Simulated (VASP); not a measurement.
Write the native input for VASP 6.6.1 that does the following.

```
Task                   : band structure
Functional             : r2SCAN
Potentials or basis    : VASP PAW PBE potentials, release 64 (Cs_sv, H)
Cutoff                 : 520 eV
k mesh                 : 8 × 8 × 8
Occupations            : gaussian, width 0.02 eV
Spin                   : no spin polarisation
Ladder                 : gaps
Further INCAR settings : ALGO = Normal; EDIFF = 1e-06
```

The structure of CsH lies in POSCAR:

```
CsH
1.0
    0.0000000000      3.1880000000      3.1880000000
    3.1880000000      0.0000000000      3.1880000000
    3.1880000000      3.1880000000      0.0000000000
Cs H
1 1
Direct
    0.0000000000      0.0000000000      0.0000000000
    0.5000000000      0.5000000000      0.5000000000
```

These files were run (other wordings do the same):

INCAR

```
SYSTEM = CsH
PREC     = Accurate       ! precision mode
ENCUT    = 520            ! plane-wave cutoff, eV
EDIFF    = 1E-6           ! SCF threshold, eV
ISMEAR   = 0              ! smearing method
SIGMA    = 0.02           ! smearing width, eV
LREAL    = .FALSE.        ! projectors in reciprocal space
LASPH    = .TRUE.         ! aspherical terms in the spheres
NELM     = 60             ! most SCF steps
ALGO     = Normal         ! electronic algorithm
ISIF     = 2              ! what is computed and relaxed
LWAVE    = .FALSE.        ! write WAVECAR
LCHARG   = .FALSE.        ! write CHGCAR
METAGGA  = R2SCAN         ! meta-GGA
LMIXTAU  = .TRUE.
```

KPOINTS

```
Automatic mesh
0
G
  8 8 8
  0 0 0
```

KPOINTS_OPT

```
path GXWKGLUWLK,UX
15
line-mode
reciprocal
 0.0000000000  0.0000000000  0.0000000000  G
 0.5000000000  0.0000000000  0.5000000000  X

 0.5000000000  0.0000000000  0.5000000000  X
 0.5000000000  0.2500000000  0.7500000000  W

 0.5000000000  0.2500000000  0.7500000000  W
 0.3750000000  0.3750000000  0.7500000000  K

 0.3750000000  0.3750000000  0.7500000000  K
 0.0000000000  0.0000000000  0.0000000000  G

 0.0000000000  0.0000000000  0.0000000000  G
 0.5000000000  0.5000000000  0.5000000000  L

 0.5000000000  0.5000000000  0.5000000000  L
 0.6250000000  0.2500000000  0.6250000000  U

 0.6250000000  0.2500000000  0.6250000000  U
 0.5000000000  0.2500000000  0.7500000000  W

 0.5000000000  0.2500000000  0.7500000000  W
 0.5000000000  0.5000000000  0.5000000000  L

 0.5000000000  0.5000000000  0.5000000000  L
 0.3750000000  0.3750000000  0.7500000000  K

 0.6250000000  0.2500000000  0.6250000000  U
 0.5000000000  0.0000000000  0.5000000000  X
```

Potentials or basis: VASP PAW PBE potentials, release 64 (Cs_sv, H).

Command:

```sh
$ cat potpaw_PBE.64/Cs_sv/POTCAR potpaw_PBE.64/H/POTCAR > POTCAR
$ mpirun -np 1 vasp_std > vasp.out
```

Results of the run:

- Pressure: 0.0 GPa
- Band gap on the k mesh: 2.66 eV, direct
- Band gap along the path: 2.66 eV, direct

Caveat: the PAW data sets were made with another functional, which shifts forces and pressure a little; spin-orbit coupling is left out, which moves the levels of the heavy elements.

Wall time 5.1 min on 1 thread of Intel(R) Xeon(R) Platinum 8175M CPU @ 2.50GHz (Skylake/Cascade Lake) (shared host), peak memory 0.22 GiB.
